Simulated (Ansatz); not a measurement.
Ansatz input file:

```yaml
crystal:
  lattice:
    - [-3.3505, 3.3505, 3.3505]
    - [3.3505, -3.3505, 3.3505]
    - [3.3505, 3.3505, -3.3505]
  atoms:
    - { symbol: Hf, position: [0.25, 0.625, 0.375] }
    - { symbol: Hf, position: [0.375, 0.25, 0.625] }
    - { symbol: Hf, position: [0.75, 0.875, 0.125] }
    - { symbol: Hf, position: [0.125, 0.75, 0.875] }
    - { symbol: Hf, position: [0.625, 0.375, 0.25] }
    - { symbol: Hf, position: [0.875, 0.125, 0.75] }
    - { symbol: "N", position: [0.126, 0.126, 0.126] }
    - { symbol: "N", position: [0.874, 0.5, 0.0] }
    - { symbol: "N", position: [0.5, 0.0, 0.374] }
    - { symbol: "N", position: [0.0, 0.874, 0.5] }
    - { symbol: "N", position: [0.374, 0.5, 0.0] }
    - { symbol: "N", position: [0.626, 0.626, 0.626] }
    - { symbol: "N", position: [0.0, 0.374, 0.5] }
    - { symbol: "N", position: [0.5, 0.0, 0.874] }
basis:
  ecutwfc: 420
kpoints:
  mp_grid: { grid: [4, 4, 4] }
hamiltonian:
  xc: pbesol
scf:
  occupations: { method: gaussian, width: 0.1 }
output:
  forces: true
  stress: true
  eigenvalues: true
```

Run as
```bash
ansatz run input.yaml --threads 4 --pin off --max-ram 10240MiB --backend cpu --events-out ev --progress --plain --runs-dir out
```

Level of theory: DFT PBEsol, scalar-relativistic, plane waves, PAW (Ansatz).

Part of what the program printed, abridged:

```
Pseudopotentials: kind: paw
Pseudopotential: Hf, paw, valence charge 26, recommended cutoff 420 eV (normal)
Pseudopotential: N, paw, valence charge 5, recommended cutoff 420 eV (normal)
Functional definition: PBEsol
Crystal: 14 atoms, lattice volume = 150.449 Å³
Basis set: ecut = 420 eV, 2899 PW (Γ), exchange–correlation on 80×80×80 points (8 copies of the dense FFT grid, shifted against one another)
Bands: 118, of which v1, the nominal top of the filled ones, is band 98 counted from 1 (97 counted from 0)
Symmetry: 24 space group operations
Space group: I-43d (ITA 220), of the structure as read, at distance tolerance 5.3e-5 Å
k-points: 8 of 64 (time reversal used)
Initial density: superposition of atomic densities (neutral atoms: chi_scale 0, normalization atom), corrected by the library's trained network
Initial wavefunctions: pseudopotential atomic-orbital guess
Functional: x = pbesol(κ = 0.804, μ = 0.12345679), c = pbesol(β = 0.046)
SCF iter   1: F=—  HF=-96639.887738 eV  |F-HF|=—  |Δ(HF+E_count)|=         —  Δρ=1.66e-2  dr2=4.21e-1  ethr=1.77e-3  ⟨swp⟩=5.0  Hψ=2879  notcnv=0  defer=2
SCF iter   2: F=—  HF=-96639.789433 eV  |F-HF|=—  |Δ(HF+E_count)|=   9.83e-2  Δρ=2.77e-3  dr2=4.47e-3  ethr=2.15e-4  ⟨swp⟩=2.0  Hψ=1370  notcnv=0  defer=95
SCF iter   3: F=—  HF=-96639.789787 eV  |F-HF|=—  |Δ(HF+E_count)|=   3.54e-4  Δρ=1.54e-3  dr2=1.46e-3  ethr=2.28e-6  ⟨swp⟩=2.9  Hψ=1930  notcnv=0  defer=60
automatic band count: iteration 3 solves 113 bands in place of 118: the levels show a gap, and the empty bands left out lie too high to hold charge; the band table lists the bands solved (type scf.n_extra_bands for more)
SCF iter   4: F=—  HF=-96639.790156 eV  |F-HF|=—  |Δ(HF+E_count)|=   3.69e-4  Δρ=6.33e-4  dr2=3.13e-4  ethr=7.45e-7  ⟨swp⟩=2.0  Hψ=1585  notcnv=0  defer=60
SCF iter   5: F=—  HF=-96639.790074 eV  |F-HF|=—  |Δ(HF+E_count)|=   8.23e-5  Δρ=1.19e-4  dr2=1.06e-5  ethr=1.60e-7  ⟨swp⟩=2.0  Hψ=1534  notcnv=0  defer=60
SCF iter   6: F=—  HF=-96639.790092 eV  |F-HF|=—  |Δ(HF+E_count)|=   1.75e-5  Δρ=2.65e-5  dr2=6.73e-7  ethr=5.39e-9  ⟨swp⟩=2.0  Hψ=1617  notcnv=0  defer=60
SCF iter   7: F=-96639.790092 eV  HF=-96639.790092 eV  |F-HF|=8.64e-8  |Δ(HF+E_count)|=   1.16e-8  Δρ=4.84e-6  dr2=2.06e-8  ethr=5.10e-11  ⟨swp⟩=9.1  Hψ=3970  notcnv=0
SCF 1 converged in 7 iterations: F = -96639.790092 eV  dr2 = 2.06e-8
SCF converged after 7 iterations
Free energy (F): -96639.790092 eV
Harris-Foulkes:  -96639.790092 eV  (|F-HF|=8.64e-8)
Internal energy: -96639.790092 eV  (E = F + TS)
E sigma→0 (E₀):  -96639.790092 eV
Fermi energy:    21.563614 eV
--- Per-component energies (eV) ---
  E_band       = 977.603335
  E_kinetic    = 3586.010422
  E_local      = -29197.228277  (includes V_loc(G=0)·N_el)
  E_nonlocal   = -7061.208949
  E_hartree    = 13747.182424
  E_xc         = -2269.903092
  E_vxc        = -2214.430653  (∫ρ·V_xc dr)
  E_paw        = -41821.239571  (= ΣΔE_a)
  E_vpaw       = 8370.079231  (= ΣTr[D̂ρ^β])
  E_aug_tail   = 0.000738  (compensation charges beyond the density's cutoff)
  E_ewald      = -33631.135126
  E_core_change = 7.731340  (= ΣΔE_core)
  E_smearing   =  0.000000  (= −TS)
--- Forces (eV/Å), atoms counted from 1 ---
  atom   1  Hf     0.00000000     0.00000000     0.00000000
  atom   2  Hf     0.00000000     0.00000000     0.00000000
  atom   3  Hf     0.00000000     0.00000000     0.00000000
  atom   4  Hf     0.00000000     0.00000000     0.00000000
  atom   5  Hf     0.00000000     0.00000000     0.00000000
  atom   6  Hf     0.00000000     0.00000000     0.00000000
  atom   7  N      0.16321123     0.16321123     0.16321123
  atom   8  N      0.16321123    -0.16321123    -0.16321123
  atom   9  N     -0.16321123    -0.16321123     0.16321123
  atom  10  N     -0.16321123     0.16321123    -0.16321123
  atom  11  N      0.16321123    -0.16321123    -0.16321123
  atom  12  N      0.16321123     0.16321123     0.16321123
  atom  13  N     -0.16321123     0.16321123    -0.16321123
  atom  14  N     -0.16321123    -0.16321123     0.16321123
--- Stress (GPa, compression-positive) ---
       -2.117537       0.000000       0.000000
        0.000000      -2.117537       0.000000
        0.000000       0.000000      -2.117537
  P = ⅓ Tr σ = -2.1175 GPa (-21.175 kbar)
--- Band table (eV; the first three rows and the last of 8) ---
  k-point 0: bands = ["-40.3830", "-40.3266", "-40.3266", "-40.3266", "-40.3055", "-40.3055", "-9.5308", "-9.5308", "-9.5308", "-9.4460", "-9.4460", "-9.4460", "-9.4152", "-9.0419", "-9.0419", "-9.0419", "-9.0327", "-9.0327", "-8.8276", "-8.8276", "-8.8276", "-8.8005", "-8.8005", "-8.8005", "5.0995", "6.6842", "7.9828", "7.9828", "7.9828", "8.0202", "8.0202", "8.0202", "9.7116", "9.7211", "9.7211", "9.7211", "9.7272", "9.7272", "9.7284", "9.7284", "9.7284", "9.7293", "9.7293", "9.7293", "9.7425", "9.7447", "9.7447", "9.7447", "9.7457", "9.7457", "9.7457", "9.7544", "9.7544", "9.7706", "9.7706", "9.7708", "9.7708", "9.7708", "9.7908", "9.7908", "9.7908", "9.7926", "9.7926", "9.7926", "9.7930" ...
  k-point 1: bands = ["-40.3737", "-40.3323", "-40.3275", "-40.3272", "-40.3074", "-40.3057", "-9.5634", "-9.5549", "-9.4861", "-9.4732", "-9.3767", "-9.3381", "-9.2912", "-9.1844", "-9.1112", "-9.0367", "-8.9726", "-8.9448", "-8.9032", "-8.8907", "-8.8719", "-8.8383", "-8.8029", "-8.8007", "5.5342", "6.8446", "7.6251", "7.7839", "7.8471", "7.8519", "7.9725", "7.9944", "9.7146", "9.7162", "9.7166", "9.7185", "9.7197", "9.7219", "9.7257", "9.7272", "9.7292", "9.7323", "9.7349", "9.7360", "9.7363", "9.7402", "9.7438", "9.7439", "9.7504", "9.7537", "9.7572", "9.7578", "9.7631", "9.7647", "9.7712", "9.7714", "9.7724", "9.7759", "9.7866", "9.7880", "9.7895", "9.7896", "9.7939", "9.7947", "9.7948" ...
  k-point 2: bands = ["-40.3518", "-40.3518", "-40.3281", "-40.3281", "-40.3071", "-40.3071", "-9.5580", "-9.5580", "-9.4407", "-9.4407", "-9.2906", "-9.2906", "-9.1853", "-9.1853", "-9.1556", "-9.1556", "-8.9886", "-8.9886", "-8.9440", "-8.9440", "-8.8573", "-8.8573", "-8.8100", "-8.8100", "6.5673", "6.5673", "7.3275", "7.3275", "7.7180", "7.7180", "7.9371", "7.9371", "9.7131", "9.7131", "9.7163", "9.7163", "9.7216", "9.7216", "9.7260", "9.7260", "9.7290", "9.7290", "9.7376", "9.7376", "9.7406", "9.7406", "9.7462", "9.7462", "9.7503", "9.7503", "9.7585", "9.7585", "9.7628", "9.7628", "9.7718", "9.7718", "9.7777", "9.7777", "9.7849", "9.7849", "9.7892", "9.7892", "9.7923", "9.7923", "9.7948" ...
  k-point 7: bands = ["-40.3290", "-40.3290", "-40.3290", "-40.3290", "-40.3290", "-40.3290", "-9.3777", "-9.3777", "-9.3777", "-9.3777", "-9.3777", "-9.3777", "-9.2946", "-9.2946", "-8.9642", "-8.9642", "-8.9642", "-8.9642", "-8.9642", "-8.9642", "-8.9633", "-8.9633", "-8.9633", "-8.9633", "7.1328", "7.1328", "7.1328", "7.1328", "7.1328", "7.1328", "8.2666", "8.2666", "9.7233", "9.7233", "9.7233", "9.7233", "9.7233", "9.7233", "9.7326", "9.7326", "9.7326", "9.7326", "9.7342", "9.7342", "9.7342", "9.7342", "9.7342", "9.7342", "9.7617", "9.7617", "9.7617", "9.7617", "9.7617", "9.7617", "9.7707", "9.7707", "9.7707", "9.7707", "9.7707", "9.7707", "9.7765", "9.7765", "9.7936", "9.7936", "9.7936" ...
```

The calculation finished and met its thresholds.

Time: 2.6 s on 4 threads of Oxide Virtual Turin-like Processor (Zen 5), with other jobs on the host, peak memory 0.71 GiB.

The k mesh is coarse. Spin–orbit coupling is left out, which can shift energies with elements as heavy as these.